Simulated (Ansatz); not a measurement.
Set up this calculation in Ansatz 0.2.0, as the native input.

```
Task                : single point
Functional          : PBEsol
Potentials or basis : Ansatz PAW
Cutoff              : 420 eV (not typed: the program's choice for these potentials)
k mesh              : 12 × 12 × 12
Occupations         : fermi-dirac, width 0.05 eV
Spin                : collinear spin, ferromagnetic start
Starting moments    : [3.0, 0.0] μB
```

The system is FeO.

```
CELL_PARAMETERS angstrom
-1.60210 1.60210 2.08339
1.60210 -1.60210 2.08339
1.60210 1.60210 -2.08339
ATOMIC_POSITIONS crystal
Fe 0.00000 0.00000 0.00000
O 0.50000 0.50000 0.00000
```

The cell comes from a database or a generator and needn't be the stable form of this composition.

The input as run:

input.yaml

```yaml
crystal:
  lattice:
    - [-1.602103413, 1.602103413, 2.08339225]
    - [1.602103413, -1.602103413, 2.08339225]
    - [1.602103413, 1.602103413, -2.08339225]
  atoms:
    - { symbol: Fe, position: [0.0, 0.0, 0.0], spin: 3.0 }
    - { symbol: O, position: [0.5, 0.5, 0.0] }
hamiltonian:
  xc: pbesol
  pseudopotentials: { kind: paw }
magnetization:
  spin_polarized: true
kpoints:
  mp_grid: { grid: [12, 12, 12] }
scf:
  occupations: { method: fermi_dirac, width: 0.05 }
output:
  forces: true
  stress: true
  eigenvalues: true
  write_density: true
  write_potential: true
  elf: true
  volumetric_format: npy
```

Potentials or basis: Ansatz PAW.

The run is started by

```console
$ ansatz run input.yaml --threads 2 --pin off --max-ram 5632MiB --backend cpu --events-out ev --progress --plain --runs-dir out
```

Results of the run:

| Property | Result |
| --- | --- |
| Pressure | -16.1 GPa |
| Band gap on the k mesh | none (metal or under the smearing width) |
| Net moment | 4.00 μB per cell |
| Absolute moment | 4.01 μB per cell |
| Site moments | Fe +3.39; O +0.31 μB |

Caveat: the pressure holds a Pulay correction of +0.7 GPa for the finite cutoff; a cell with one magnetic atom can't hold antiferromagnetic order, which such compounds often take; semilocal functionals often make such compounds metallic where correlation or magnetic order opens a gap, which also shifts bond lengths; the PAW data sets come from PBE, with cores solved anew for the run's functional, which leaves a small shift of forces and pressure.

It took 7.7 s on 2 threads of Arm Neoverse V1, on a shared host, peak memory 0.39 GiB.
